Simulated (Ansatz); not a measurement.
## ZnF2: which input changes reach the field gradients?

Cell: a COD entry, whose atoms a relaxation with PBE at fixed cell left in place.

Space group P4_2/mnm (No. 136); a = 4.7048, c = 3.1338 Å.

| site | Wyckoff | site symmetry | x | y | z |
| --- | --- | --- | --- | --- | --- |
| Zn | 2a | m.mm | 0.0000 | 0.0000 | 0.0000 |
| F | 4f | m.2m | 0.3024 | 0.3024 | 0.0000 |

One atom of each set is listed.

Reference run. The numbers come from a DFT calculation in Ansatz (PBE, plane waves and PAW, scalar-relativistic, 420 eV cutoff, Γ-centred 4×4×6 k-points, Fermi–Dirac smearing 0.02 eV).

It gives V_zz (10²¹ V/m²) F -8.99 (η 0.44), Zn 2.17 (η 0.17). Each of these runs changes the input as listed (caps on SCF iterations aside):

A. scf.convergence.dr2_threshold: not typed → 0.0001; basis.ecutwfc: not typed → 600 eV; basis.xc_grid: not typed → 2
B. scf.occupations.width: 0.02 → 0.2

Problem. How does each run end, and how far do the gradients move?

Solution. 

```tsv
run	F V_zz (η)	Zn V_zz (η)	largest change of a gradient tensor, all atoms	note
A	-9.01 (0.44)	2.16 (0.17)	0.01	converged
B	-8.99 (0.44)	2.17 (0.17)	0.00	converged
```

None of them moves a gradient tensor by more than 0.01.

On the reference run: At this cell the PBE pressure is 6 GPa, so with PBE the cell would grow if it were relaxed.
